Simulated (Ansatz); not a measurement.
## Dielectric response of Ga2O3 (0001) films: cost of one run

Ansatz 0.2.0; plane-wave DFT, PBEsol, Ansatz PAW. The cell holds 25 atoms.

input.yaml

```yaml
crystal:
  lattice:
    - [4.98, 0.0, 0.0]
    - [-2.49, 4.31280651, 0.0]
    - [0.0, 0.0, 28.6097]
  atoms:
    - { symbol: Ga, position: [0.66666667, 0.33333333, 0.3145786219] }
    - { symbol: O, position: [0.305, 0.0, 0.3435262632] }
    - { symbol: O, position: [0.0, 0.305, 0.3435262632] }
[... 16 atom lines left out ...]
    - { symbol: Ga, position: [0.33333333, 0.66666667, 0.6071845097] }
    - { symbol: Ga, position: [0.0, 0.0, 0.6275260955] }
    - { symbol: O, position: [0.63833333, 0.66666667, 0.6564737368] }
    - { symbol: O, position: [0.33333333, 0.97166667, 0.6564737368] }
    - { symbol: O, position: [0.02833333, 0.36166667, 0.6564737368] }
    - { symbol: Ga, position: [0.66666667, 0.33333333, 0.6854213781] }
kpoints:
  mp_grid: { grid: [6, 6, 1] }
hamiltonian:
  xc: pbesol
scf:
  occupations: { method: fixed }
  convergence: { dr2_threshold: 1.0e-09 }
efield:
  axis: 3
  dipole_correction: true
  ramp_position: 0.97
  ramp_width: 0.06
relax:
  f_tol: 0.003
  max_steps: 100
output:
  write_potential: true
  write_density: true
  volumetric_format: npy
```

Started as:

```bash
$ ansatz run input.yaml --threads 16 --pin off --max-ram 32768MiB --backend cpu --events-out ev --progress --plain --runs-dir out
```

The cutoff in use is 420 eV. For reference, a run of the same kind (15 atoms, 8 k-points, 81 bands and 10,131 plane waves; 71 SCF cycles) took 24 s and 1.9 GiB on the same hardware.

**Question.** How long does this run take on 16 threads of Arm Neoverse V1, shared host, and how much memory does it need?

A cutoff of 420 eV is a sphere of radius 10.5 Å⁻¹, so a cell of 614 Å³ holds about V·G³/6π² = 12,009 plane waves. At two electrons a band, the 220 electrons need 110 bands, and 25 more are carried. Symmetry cuts the 6×6×1 mesh from 36 to 8 points. The run has 8 k-points, 135 bands and 11,993 plane waves. Taking the work of a cycle as k-points × spins × bands × plane waves, that is 2 times the reference, or 47 s at the reference's 71 cycles. The run needed 88 SCF cycles over 9 ionic steps, which makes it about 58 s. One copy of the wavefunctions takes 0.19 GiB at 16 bytes a coefficient, against 0.098 GiB in the reference; grids, projectors and work arrays come on top. Measured: about 66 s, with a peak of 3.1 GiB. The estimate holds within 25 %.

[Logs are printed without paths, hosts, clocks, repeated set-up lines and the standing remarks that a program may print on its own settings, such as how far it seeks lower states.]

[Hosts, paths, dates, database ids (printed as entryN), source tags and the programs' standing remarks are cut or masked in the printed files.]

[Maps of the electrostatic potential energy from Ansatz leave out the sawtooth potential of an applied field or a dipole correction, so their vacuum need not be flat; planar profiles and work functions include it.]
